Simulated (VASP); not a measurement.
# CuI2 (Fm-3m) in VASP: further runs, part 2 of 2

VASP 6.6.1.

### Step 3. Single point, LDA+U, collinear spin, ferrimagnetic start

This run uses another cell than the first one, of the same volume but with other edges.

The input, INCAR:

```
SYSTEM = CuI2
PREC = Accurate
ENCUT = 520
EDIFF = 1E-6
ISMEAR = 0
SIGMA = 0.05
LREAL = .False.
LASPH = .True.
NELM = 100
ALGO = Normal
ISIF = 2
LWAVE = .False.
LCHARG = .False.
ISPIN = 2
MAGMOM = 0.6 -0.3 0 0 0 0
LORBIT = 11
LMAXMIX = 4
LDAU = .True.
LDAUTYPE = 2
LDAUL = 2 -1
LDAUU = 3 0
LDAUJ = 0 0
LDAUPRINT = 1
```

The input, KPOINTS:

```
regular mesh
0
Gamma
  5 5 5
  0 0 0
```

The input, POSCAR:

```
CuI2
1.0
    7.0225101200      3.5112550600      3.5112550600
    3.5112550600      7.0225101200      3.5112550600
    3.5112550600      3.5112550600      7.0225101200
Cu I
2 4
Direct
    0.0000000000      0.0000000000      0.0000000000
    0.5000000000      0.5000000000      0.5000000000
    0.1250000000      0.1250000000      0.1250000000
    0.6250000000      0.6250000000      0.6250000000
    0.3750000000      0.3750000000      0.3750000000
    0.8750000000      0.8750000000      0.8750000000
```

Potentials or basis: VASP PAW LDA potentials, release 64 (Cu, I).

Started as:

```sh
> cat potpaw_LDA.64/Cu/POTCAR potpaw_LDA.64/I/POTCAR > POTCAR
> mpirun -np 1 vasp_std > vasp.out
```

OUTCAR:

```text
SYSTEM = CuI2
   PREC = Accurate
   ENCUT = 520
   EDIFF = 1E-6
   ISMEAR = 0
   LREAL = .False.
   LASPH = .True.
   NELM = 100
   ISIF = 2
   ISPIN = 2
   LORBIT = 11

 ion  position               nearest neighbor table
   1  0.000  0.000  0.000-   4 3.04   4 3.04   4 3.04   3 3.04   6 3.04   5 3.04   5 3.04   5 3.04

   2  0.500  0.500  0.500-   3 3.04   3 3.04   3 3.04   4 3.04   5 3.04   6 3.04   6 3.04   6 3.04

   3  0.125  0.125  0.125-   1 3.04   2 3.04   2 3.04   2 3.04   6 3.51   5 3.51   6 3.51   5 3.51
                             6 3.51   5 3.51
   4  0.625  0.625  0.625-   2 3.04   1 3.04   1 3.04   1 3.04   5 3.51   6 3.51   5 3.51   6 3.51
                             5 3.51   6 3.51
[... 1585 lines left out ...]
      0.00000      0.00000      0.00000         0.000000      0.000000      0.000000
      7.02251      7.02251      7.02251         0.000000      0.000000      0.000000
      1.75563      1.75563      1.75563         0.005238      0.005238      0.005238
      8.77814      8.77814      8.77814         0.005266      0.005266      0.005266
      5.26688      5.26688      5.26688        -0.005266     -0.005266     -0.005266
     12.28939     12.28939     12.28939        -0.005238     -0.005238     -0.005238
 -----------------------------------------------------------------------------------
    total drift:                                0.000000     -0.000000     -0.000000

  FREE ENERGIE OF THE ION-ELECTRON SYSTEM (eV)
  ---------------------------------------------------
  free  energy   TOTEN  =       -13.4307079277 eV

  energy  without entropy=      -13.4271571742  energy(sigma->0) =      -13.42893255

 total charge

# of ion       s       p       d       tot
------------------------------------------
    1        0.231   0.153   9.426   9.810
    2        0.231   0.153   9.426   9.810
    3        1.546   2.664   0.029   4.239
    4        1.546   2.664   0.029   4.239
    5        1.546   2.664   0.029   4.239
    6        1.546   2.664   0.029   4.239
--------------------------------------------------
tot          6.648  10.960  18.966  36.573

 magnetization (x)

# of ion       s       p       d       tot
------------------------------------------
    1        0.000   0.000  -0.000  -0.000
    2       -0.000  -0.000   0.000   0.000
    3        0.000   0.000  -0.000   0.000
    4       -0.000   0.000   0.000   0.000
    5       -0.000   0.000   0.000   0.000
    6        0.000   0.000  -0.000   0.000
--------------------------------------------------
tot         -0.000   0.000  -0.000   0.000
```

OSZICAR:

```text
N       E                     dE             d eps       ncg     rms          rms(c)
DAV:   1     0.412008512396E+03    0.41201E+03   -0.19855E+04  2280   0.165E+03
DAV:   2     0.461270516551E+02   -0.36588E+03   -0.35638E+03  2300   0.358E+02
DAV:   3    -0.993908759101E+01   -0.56066E+02   -0.53145E+02  3152   0.155E+02
DAV:   4    -0.134787157113E+02   -0.35396E+01   -0.34662E+01  3132   0.359E+01
DAV:   5    -0.135768107930E+02   -0.98095E-01   -0.97761E-01  3260   0.622E+00    0.121E+01
DAV:   6    -0.136608738765E+02   -0.84063E-01   -0.46832E+00  3050   0.610E+01    0.799E+00
DAV:   7    -0.134360690708E+02    0.22480E+00   -0.24683E+00  2658   0.496E+01    0.425E+00
DAV:   8    -0.134382464686E+02   -0.21774E-02   -0.17449E-01  3568   0.603E+00    0.114E+00
DAV:   9    -0.134295309363E+02    0.87155E-02   -0.61917E-02  3034   0.727E+00    0.291E-01
DAV:  10    -0.134307377692E+02   -0.12068E-02   -0.15781E-02  3636   0.366E+00    0.134E-01
DAV:  11    -0.134306803196E+02    0.57450E-04   -0.13064E-03  3626   0.148E+00    0.610E-02
DAV:  12    -0.134307053929E+02   -0.25073E-04   -0.32490E-04  3480   0.205E-01    0.296E-02
DAV:  13    -0.134307080274E+02   -0.26345E-05   -0.32401E-05  3426   0.188E-01    0.216E-02
DAV:  14    -0.134307087148E+02   -0.68745E-06   -0.12224E-05  3128   0.523E-02    0.183E-02
DAV:  15    -0.134307079277E+02    0.78715E-06   -0.24769E-06  2058   0.724E-02
   1 F= -.13430708E+02 E0= -.13428933E+02  d E =-.355075E-02  mag=     0.0002
```

It took 9.9 min on 1 thread of Intel Xeon 6975P-C (Granite Rapids), shared host; peak memory 0.52 GiB.

What came out:

```
Free energy                                           : -13.4307 eV
Pressure                                              : -1.9 GPa
Band gap on the k mesh                                : none (metal or under the smearing width)
Net moment                                            : 0.00 μB per cell
Valence electrons inside the program's atomic spheres : Cu 9.81; I 4.24
```

Levels at points of the mesh, in eV from the Fermi level:
Spin up:
```csv
k point,band 22,band 23,band 24,band 25,band 26,band 27,band 28,band 29,band 30
"(0.00, 0.00, 0.00)",-1.20,-1.20,-0.95,-0.95,-0.95,1.19,3.28,3.33,3.34
```
Spin down:
| k point | band 24 | band 25 | band 26 | band 27 | band 28 | band 29 |
| --- | --- | --- | --- | --- | --- | --- |
| (0.00, 0.00, 0.00) | -0.95 | -0.95 | -0.95 | 1.19 | 3.28 | 3.33 |

Eigenvalues of the final occupation matrices:
```
    site  spin  trace               eigenvalues
site 1 d     1   4.72  0.94 0.94 0.95 0.95 0.95
site 1 d     2   4.72  0.94 0.94 0.95 0.95 0.95
site 2 d     1   4.72  0.94 0.94 0.95 0.95 0.95
site 2 d     2   4.72  0.94 0.94 0.95 0.95 0.95
```

Spin-orbit coupling is left out, which matters for the levels of I. The state reached can hang on the start; a lower one may exist.

### Step 4. Single point, LDA+U, collinear spin, random start

This run uses another cell than the first one: it holds 3 atoms, not 6.

The input, INCAR:

```
SYSTEM = CuI2
ALGO     = Normal         ! electronic algorithm
EDIFF    = 1E-6           ! SCF threshold, eV
ENCUT    = 520            ! plane-wave cutoff, eV
ISIF     = 2              ! what is computed and relaxed
ISMEAR   = 0              ! smearing method
ISPIN    = 2              ! spin polarisation
LASPH    = .TRUE.         ! aspherical terms in the spheres
LCHARG   = .TRUE.         ! write CHGCAR
LDAU     = .TRUE.         ! DFT+U
LDAUJ    = 0 0          
LDAUL    = 2 -1           ! shell
LDAUPRINT= 1            
LDAUTYPE = 2            
LDAUU    = 3 0            ! U, eV
LELF     = .TRUE.         ! ELF
LMAXMIX  = 4              ! l up to which the mixer works
LORBIT   = 11             ! projections on sites
LREAL    = .FALSE.        ! projectors in reciprocal space
LVHAR    = .TRUE.       
LWAVE    = .FALSE.        ! write WAVECAR
MAGMOM   = -0.29 0 0      ! initial moments
NELM     = 60             ! most SCF steps
PREC     = Accurate       ! precision mode
SIGMA    = 0.05           ! smearing width, eV
```

The input, KPOINTS:

```
k-points
0
G
  5 5 5
  0 0 0
```

The input, POSCAR:

```
CuI2
1.0
    0.0000000000      3.5112550600      3.5112550600
    3.5112550600      0.0000000000      3.5112550600
    3.5112550600      3.5112550600      0.0000000000
Cu I
1 2
Direct
    0.0000000000      0.0000000000      0.0000000000
    0.2500000000      0.2500000000      0.2500000000
    0.7500000000      0.7500000000      0.7500000000
```

Started as:

```sh
> cat potpaw_LDA.64/Cu/POTCAR potpaw_LDA.64/I/POTCAR > POTCAR
> mpirun -np 1 vasp_std > vasp.out
```

It took 29 s on 1 thread of Intel Xeon 6975P-C (Granite Rapids), shared host; peak memory 0.2 GiB.

The run converged. Its results:

| Item | Value |
| --- | --- |
| Free energy | -6.7183 eV |
| Pressure | -1.9 GPa |
| Band gap on the k mesh | none (metal or under the smearing width) |
| Net moment | 0.00 μB per cell |
| Valence electrons inside the program's atomic spheres | Cu 9.81; I 4.24 |

Levels at points of the mesh, in eV from the Fermi level:
Spin up:
| k point | band 9 | band 10 | band 11 | band 12 | band 13 | band 14 | band 15 | band 16 |
| --- | --- | --- | --- | --- | --- | --- | --- | --- |
| (0.00, 0.00, 0.00) | -1.35 | -1.35 | -0.87 | -0.87 | -0.87 | 1.26 | 3.41 | 3.41 |
Spin down:
| k point | band 9 | band 10 | band 11 | band 12 | band 13 | band 14 | band 15 | band 16 |
| --- | --- | --- | --- | --- | --- | --- | --- | --- |
| (0.00, 0.00, 0.00) | -1.35 | -1.35 | -0.87 | -0.87 | -0.87 | 1.26 | 3.41 | 3.41 |

Eigenvalues of the final occupation matrices:
| site | spin | trace | eigenvalues |
| --- | --- | --- | --- |
| site 1 d | 1 | 4.72 | 0.94 0.94 0.95 0.95 0.95 |
| site 1 d | 2 | 4.72 | 0.94 0.94 0.95 0.95 0.95 |

The run has no spin-orbit coupling, so splittings on I are missing. The state reached can hang on the start; a lower one may exist.

### Step 5. Summary

| spin | supercell matrix | further INCAR settings | gap on the mesh (eV) | pressure (GPa) | moment (μB) |
| --- | --- | --- | --- | --- | --- |
| collinear, antiferromagnetic start | [1, 1, 0, -1, 1, 0, 0, 0, 1] | ALGO = Fast; EDIFF = 1e-06; NBANDS = 38 | none | -1.8 | 0.00 |
| collinear, ferrimagnetic start | [0, 1, 1, 1, 0, 1, 1, 1, 0] | ALGO = Normal; EDIFF = 1e-06 | none | -1.9 | 0.00 |
| collinear, random start | - | ALGO = Normal; EDIFF = 1e-06 | none | -1.9 | 0.00 |

Alike in all rows: task single point; level LDA+U; potentials or basis VASP PAW LDA potentials, release 64 (Cu, I); Cu d U = 3 eV; cell as given; k mesh 5 × 5 × 5; cutoff (eV) 520; smearing gaussian 0.05 eV.

Every run on the cell as given and a fine mesh finds a metal.

Total energies depend on the potentials used, so only differences within one code and one set of settings carry meaning.
